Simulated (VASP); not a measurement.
# W (Im-3m) in VASP: notebook

The runs below take W through relaxation of cell and atoms, with PBE.

All numbers are computed with VASP 6.6.1; they aren't measurements. Logs are shortened: lines on timing, memory, paths and dates and some standing lists are left out, and cuts for length are marked.

**1. The structure**

The structure is cubic, space group Im-3m (No. 229). Conventional cell: a = 3.165 Å, b = 3.165 Å, c = 3.165 Å, α = 90.00°, β = 90.00°, γ = 90.00°. W (site symmetry m-3m) is surrounded by 8 W at 2.74 Å.

**2. Relaxation of cell and atoms, PBE, non-collinear spin, zero start, spin-orbit coupling**

File INCAR:

```
  ALGO = Normal
  EDIFF = 1E-7
  EDIFFG = -0.002
  ENCUT = 520
  GGA = PE
  GGA_COMPAT = F
  IBRION = 2
  ISIF = 3
  ISMEAR = 0
  KPAR = 4
  LASPH = T
  LCHARG = F
  LMAXMIX = 4
  LNONCOLLINEAR = T
  LORBIT = 11
  LREAL = F
  LSORBIT = T
  LWAVE = F
  MAGMOM = 0 0 0
  NELM = 80
  NSW = 80
  PREC = Accurate
  SIGMA = 0.1
```

File KPOINTS:

```
k-points
0
Gamma
  18 18 18
```

File POSCAR:

```
W
1.0
   -1.5823450000      1.5823450000      1.5823450000
    1.5823450000     -1.5823450000      1.5823450000
    1.5823450000      1.5823450000     -1.5823450000
W
1
Direct
    0.0000000000      0.0000000000      0.0000000000
```

Potentials or basis: VASP PAW PBE potentials, release 64 (W_sv).

Launch:

```
cat potpaw_PBE.64/W_sv/POTCAR > POTCAR
mpirun -np 4 vasp_ncl > vasp.out
```

OUTCAR:

```text
EDIFF = 1E-7
   EDIFFG = -0.002
   ENCUT = 520
   GGA = PE
   IBRION = 2
   ISIF = 3
   ISMEAR = 0
   LASPH = T
   LNONCOLLINEAR = T
   LORBIT = 11
   LREAL = F
   LSORBIT = T
   NELM = 80
   NSW = 80
   PREC = Accurate

 ion  position               nearest neighbor table
   1  0.000  0.000  0.000-

  LATTYP: Found a body centered cubic cell.
 ALAT       =     3.1646900000

  Lattice vectors:

 A1 = (  -1.5823450000,   1.5823450000,   1.5823450000)
 A2 = (   1.5823450000,  -1.5823450000,   1.5823450000)
 A3 = (   1.5823450000,   1.5823450000,  -1.5823450000)

Analysis of symmetry for initial positions (statically):
=====================================================================
 Subroutine PRICEL returns:
 Original cell was already a primitive cell.

 Routine SETGRP: Setting up the symmetry group for a
 body centered cubic supercell.

 Subroutine GETGRP returns: Found 48 space group operations
 (whereof 48 operations were pure point group operations)
 out of a pool of 48 trial point group operations.

The static configuration has the point symmetry O_h .

Analysis of symmetry for dynamics (positions and initial velocities):
=====================================================================
 Subroutine PRICEL returns:
 Original cell was already a primitive cell.

 Routine SETGRP: Setting up the symmetry group for a
 body centered cubic supercell.

 Subroutine GETGRP returns: Found 48 space group operations
 (whereof 48 operations were pure point group operations)
 out of a pool of 48 trial point group operations.

The dynamic configuration has the point symmetry O_h .

Analysis of structural, dynamic, and magnetic symmetry:
=====================================================================
 Subroutine PRICEL returns:
 Original cell was already a primitive cell.

 Routine SETGRP: Setting up the symmetry group for a
 body centered cubic supercell.

 Subroutine GETGRP returns: Found 48 space group operations
 (whereof 48 operations were pure point group operations)
 out of a pool of 48 trial point group operations.

The overall configuration has the point symmetry O_h .

 Subroutine INISYM returns: Found 48 space group operations
 (whereof 48 operations are pure point group operations),
 and found     1 'primitive' translations

----------------------------------------------------------------------------------------

                                     Primitive cell

  volume of cell :      15.8476

  direct lattice vectors                    reciprocal lattice vectors
    -1.582345000  1.582345000  1.582345000     0.000000000  0.315986716  0.315986716
     1.582345000 -1.582345000  1.582345000     0.315986716  0.000000000  0.315986716
     1.582345000  1.582345000 -1.582345000     0.315986716  0.315986716  0.000000000

  length of vectors
     2.740701935  2.740701935  2.740701935     0.446872699  0.446872699  0.446872699

  position of ions in fractional coordinates (direct lattice)
     0.000000000  0.000000000  0.000000000

  ion indices of the primitive-cell ions
   primitive index   ion index
                 1           1

----------------------------------------------------------------------------------------

 KPOINTS: k-points

Automatic generation of k-mesh.
 Grid dimensions read from file:
 generate k-points for:   18   18   18

 Generating k-lattice:

  Cartesian coordinates                     Fractional coordinates (reciprocal lattice)
     0.000000000  0.017554818  0.017554818     0.055555556  0.000000000  0.000000000
     0.017554818  0.000000000  0.017554818     0.000000000  0.055555556  0.000000000
     0.017554818  0.017554818  0.000000000     0.000000000  0.000000000  0.055555556

[... 47 lines left out ...]
   PREC   = accura    normal or accurate (medium, high low for compatibility)
   ISTART =      0    job   : 0-new  1-cont  2-samecut
   ICHARG =      2    charge: 1-file 2-atom 10-const
   ISPIN  =      1    spin polarized calculation?
   LNONCOLLINEAR =      T non collinear calculations
   LSORBIT =      T    spin-orbit coupling
   LASPH  =      T    aspherical Exc in radial PAW
   ENCUT  =  520.0 eV  38.22 Ry    6.18 a.u.   5.10  5.10  5.10*2*pi/ulx,y,z
   NELM   =     80;   NELMIN=  2; NELMDL= -5     # of ELM steps
   EDIFF  = 0.1E-06   stopping-criterion for ELM
   LREAL  =      F    real-space projection
   EDIFFG = -.2E-02   stopping-criterion for IOM
   NSW    =     80    number of steps for IOM
   IBRION =      2    ionic relax: 0-MD 1-quasi-New 2-CG
   NFREE  =      1    steps in history (QN), initial steepest desc. (CG)
   ISIF   =      3    stress and relaxation
   ISYM   =      2    0-nonsym 1-usesym 2-fastsym
   POTIM  = 0.5000    time-step for ionic-motion
   TEBEG  =    0.0;   TEEND  =   0.0 temperature during run
   PSTRESS=    0.0 pullay stress
   NELECT =      14.0000    total number of electrons
   NUPDOWN=      -1.0000    fix difference up-down
   EMIN   =  10.00;   EMAX   =-10.00  energy-range for DOS
   EFERMI =   0.00;   METHOD = LEGACY
   ISMEAR =     0;   SIGMA  =   0.10  broadening in eV -4-tet -1-fermi 0-gaus
   EFERMI_NEDOS =   21; number of points for ismear=-14 and -15
   IALGO  =     38    algorithm
   IMIX   =      4    mixing-type and parameters
     AMIX     =   0.40;   BMIX     =  1.00
     AMIX_MAG =   1.60;   BMIX_MAG =  1.00
  volume/ion in A,a.u.               =      15.85       106.94
  Fermi-wavevector in a.u.,A,eV,Ry     =   1.570832  2.968442 33.572544  2.467512
  Thomas-Fermi vector in A             =   2.672506
   LORBIT       =     11    0 simple, 1 ext, 2 COOP (PROOUT), +10 PAW based schemes
   GGA     = PE    functional components
   LHFCALC =     F    Hartree Fock is set to
   AEXX    =    0.0000 exact exchange contribution
   IVDW    =     0    specifies the selected vdW correction
   LEPSILON=     F    determine dielectric tensor
   LRPA    =     F    only Hartree local field effects (RPA)
 conjugate gradient relaxation of ions
 Gauss-broadening in eV      SIGMA  =   0.10
  energy-cutoff  :      520.00
  volume of cell :       15.85
 maximum number of plane-waves:       880
   NGX = 11   NGY = 11   NGZ = 11

--------------------------------------- Ionic step        1  -------------------------------------------

 number of electron      14.0000000 magnetization       0.0000000      0.0000000      0.0000000

 number of electron      14.0000004 magnetization       0.0000000     -0.0000000      0.0000000

 number of electron      14.0000004 magnetization      -0.0000000      0.0000000     -0.0000000

 Free energy of the ion-electron system (eV)
  ---------------------------------------------------
  ext. energy  EPLUGINS =         0.00000000
  ---------------------------------------------------
  free energy    TOTEN  =       -13.76876881 eV

  energy without entropy =      -13.76621330  energy(sigma->0) =      -13.76749105

------------------------ aborting loop because EDIFF is reached ----------------------------------------

  FORCE on cell =-STRESS in cart. coord.  units (eV):
  Direction    XX          YY          ZZ          XY          YZ          ZX
  --------------------------------------------------------------------------------------
  -------------------------------------------------------------------------------------
  Total        0.7138668      0.7138668      0.7138668     -0.0000000      0.0000000     -0.0000000
  in kB       72.1712529     72.1712529     72.1712529     -0.0000000      0.0000000     -0.0000000
  external PRESSURE =      72.1712529 kB  Pullay stress =       0.0000000 kB
[... 98 lines left out ...]
 number of electron      13.9999999 magnetization       0.0000000     -0.0000000      0.0000000

 number of electron      13.9999999 magnetization      -0.0000000      0.0000000     -0.0000000

 Free energy of the ion-electron system (eV)
  ---------------------------------------------------
  ext. energy  EPLUGINS =         0.00000000
  ---------------------------------------------------
  free energy    TOTEN  =       -13.77680328 eV

  energy without entropy =      -13.77421846  energy(sigma->0) =      -13.77551087

 E-fermi :  11.0923     XC(G=0): -13.5110

 val. band max:       11.0721169044   @ k =  -0.3889   0.4444   0.2778
 cond. band min:      11.1092317471   @ k =  -0.2222   0.2778   0.1111
 fundamental gap:      0.0371148427
 Fermi energy:        11.0922568210

 k-point     1 :       0.0000    0.0000    0.0000
  band No.  band energies     occupation
      1     -63.0952      1.00000
      2     -63.0952      1.00000
      3     -32.7863      1.00000
      4     -32.7863      1.00000
      5     -23.7881      1.00000
      6     -23.7881      1.00000
[... 589 lines left out ...]
     21      21.7263      0.00000
     22      21.7263      0.00000

 [... further k-points ...]

------------------------ aborting loop because EDIFF is reached ----------------------------------------

  FORCE on cell =-STRESS in cart. coord.  units (eV):
  Direction    XX          YY          ZZ          XY          YZ          ZX
  --------------------------------------------------------------------------------------
  -------------------------------------------------------------------------------------
  Total       -0.0017860     -0.0017860     -0.0017860     -0.0000000      0.0000000     -0.0000000
  in kB       -0.1764789     -0.1764789     -0.1764789     -0.0000000      0.0000000     -0.0000000
  external PRESSURE =      -0.1764789 kB  Pullay stress =       0.0000000 kB
[... 16 lines left out ...]
  FREE ENERGIE OF THE ION-ELECTRON SYSTEM (eV)
  ---------------------------------------------------
  free  energy   TOTEN  =       -13.7768032769 eV

  energy  without entropy=      -13.7742184588  energy(sigma->0) =      -13.77551087

 reached required accuracy - stopping structural energy minimisation

 Spin-Orbit-Coupling matrix elements

 Ion:    1  E_soc:     -1.6383620
 l=   1
     0.0000000    -0.2287243    -0.2287243
    -0.2287243     0.0000000    -0.2287243
    -0.2287243    -0.2287243     0.0000000
 l=   2
     0.0000000    -0.0115784     0.0000000    -0.0115784    -0.0327576
    -0.0115784     0.0000000    -0.0245682    -0.0115784    -0.0081894
     0.0000000    -0.0245682     0.0000000    -0.0245682     0.0000000
    -0.0115784    -0.0115784    -0.0245682     0.0000000    -0.0081894
    -0.0327576    -0.0081894     0.0000000    -0.0081894     0.0000000
 l=   3
     0.0000000     0.0000000     0.0000000     0.0000000     0.0000000     0.0000000     0.0000000
     0.0000000     0.0000000     0.0000000     0.0000000     0.0000000     0.0000000     0.0000000
     0.0000000     0.0000000     0.0000000     0.0000000     0.0000000     0.0000000     0.0000000
     0.0000000     0.0000000     0.0000000     0.0000000     0.0000000     0.0000000     0.0000000
     0.0000000     0.0000000     0.0000000     0.0000000     0.0000000     0.0000000     0.0000000
     0.0000000     0.0000000     0.0000000     0.0000000     0.0000000     0.0000000     0.0000000
     0.0000000     0.0000000     0.0000000     0.0000000     0.0000000     0.0000000     0.0000000

 total charge

# of ion       s       p       d       tot
------------------------------------------
    1        2.396   6.333   3.330  12.059

 magnetization (x)

# of ion       s       p       d       tot
------------------------------------------
    1       -0.000   0.000  -0.000  -0.000

 magnetization (y)

# of ion       s       p       d       tot
------------------------------------------
    1        0.000  -0.000  -0.000  -0.000

 magnetization (z)

# of ion       s       p       d       tot
------------------------------------------
    1       -0.000   0.000   0.000   0.000
```

It took 54 s on 4 MPI ranks of Intel Xeon 6975P-C (Granite Rapids), shared host; peak memory 0.22 GiB.

Results:

- Free energy: -13.7768 eV
- Relaxed volume: 16.21 Å³/atom
- Relaxed cell: a = 2.762 Å, b = 2.762 Å, c = 2.762 Å, α = 109.47°, β = 109.47°, γ = 109.47°
- Space group after relaxing (to 0.05 Å): Im-3m (No. 229)
- Energy gained by relaxing: 8.0 meV/atom
- Ionic steps: 4
- Pressure after relaxing: 0.0 GPa
- Net moment: 0.00 μB per cell
- Valence electrons inside the program's atomic spheres: W 12.06

The path:
| step | energy change (eV) | largest force (eV/Å) | pressure (GPa) | volume (Å³) |
| --- | --- | --- | --- | --- |
| 1 | 0.0000 | 0.0000 | 7.22 | 15.85 |
| 2 | 0.0806 | 0.0000 | -19.85 | 17.54 |
| 3 | -0.0080 | 0.0000 | -0.21 | 16.23 |
| 4 | -0.0080 | 0.0000 | -0.02 | 16.21 |

Final structure:
```
W
1.0
    -1.59445    1.59445    1.59445
     1.59445   -1.59445    1.59445
     1.59445    1.59445   -1.59445
W
1
Direct
  0.00000 0.00000 0.00000
```

Moments on the atoms (μB; x, y, z):
```
W   0.00 0.00 0.00
```

**3. Relaxation of cell and atoms, PBE, non-collinear spin, zero start, spin-orbit coupling**

This run uses another cell than the first one, of 16.21 Å³/atom, 1.023 times its volume.

INCAR is that of step 2.

KPOINTS is that of step 2.

File POSCAR:

```
W                                       
1.0
   -1.5944543058      1.5944543058      1.5944543058
    1.5944543058     -1.5944543058      1.5944543058
    1.5944543058      1.5944543058     -1.5944543058
  W             
     1
Direct
     0.0000000000000000    0.0000000000000000    0.0000000000000000
```

Potentials or basis: VASP PAW PBE potentials, release 64 (W_sv).

Launch:

```
cat potpaw_PBE.64/W_sv/POTCAR > POTCAR
mpirun -np 4 vasp_ncl > vasp.out
```

Wall time 18 s (4 MPI ranks of Intel Xeon 6975P-C (Granite Rapids), shared host); peak memory 0.26 GiB.

It converged, with:

* Free energy: -13.7770 eV
* Pressure after relaxing: 0.0 GPa
* Net moment: 0.00 μB per cell
* Valence electrons inside the program's atomic spheres: W 12.06

Final structure:
```xyz
1
Lattice="-1.5945 1.5945 1.5945 1.5945 -1.5945 1.5945 1.5945 1.5945 -1.5945" Properties=species:S:1:pos:R:3 pbc="T T T"
W     0.0000    0.0000    0.0000
```

Moments on the atoms (μB; x, y, z):
```
W   0.00 0.00 0.00
```

Caveat: the relaxation stopped at its first step, so nothing moved.
